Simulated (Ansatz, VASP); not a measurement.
## Te2Mo: VASP beside Ansatz

```
CELL_PARAMETERS angstrom
3.51820 0.00000 0.00000
-1.75910 3.04685 0.00000
0.00000 0.00000 13.97360
ATOMIC_POSITIONS crystal
Te 0.66667 0.33333 0.37900
Te 0.33333 0.66667 0.87900
Te 0.66667 0.33333 0.12100
Te 0.33333 0.66667 0.62100
Mo 0.66667 0.33333 0.75000
Mo 0.33333 0.66667 0.25000
```

Alike in both runs: task band structure; functional LDA; k mesh 9 × 9 × 2; occupations fermi-dirac, width 0.05 eV; no spin polarisation.

```csv
,VASP,Ansatz
version,VASP 6.6.1,Ansatz 0.2.0
potentials or method,"VASP PAW LDA potentials, release 64 (Te, Mo_sv)",Ansatz PAW
plane-wave cutoff (eV),520,420
valence electrons in the cell,52,92
```

|  | VASP | Ansatz | Ansatz less VASP |
| --- | --- | --- | --- |
| gap on the k mesh at the Fermi level (eV) | 0.75 | 0.76 | +0.011 |
| least direct gap on the mesh (eV) | 1.03 | 1.03 | -0.001 |
| gap along the band path (eV) | 0.67 | 0.68 | +0.012 |
| pressure (GPa) | -2.8 | -3.0 | -0.23 |
| largest component of the traceless stress (GPa) | 0.15 | 0.04 | -0.107 |
| rms of the force components (eV/Å) | 0.113 | 0.138 | +0.0254 |

Atom by atom the forces differ by 0.025 eV/Å (rms over components). The two sets of potentials don't hold the same shells in valence.

Caveats: spin-orbit coupling is left out, which moves the levels of the heavy elements; the k mesh misses the band edges, so the gap on the mesh is wider than the one along the path (Ansatz); the PAW data sets come from PBE, with cores solved anew for the run's functional, which leaves a small shift of forces and pressure (Ansatz). As with any semilocal functional, this LDA gap is likely too small.
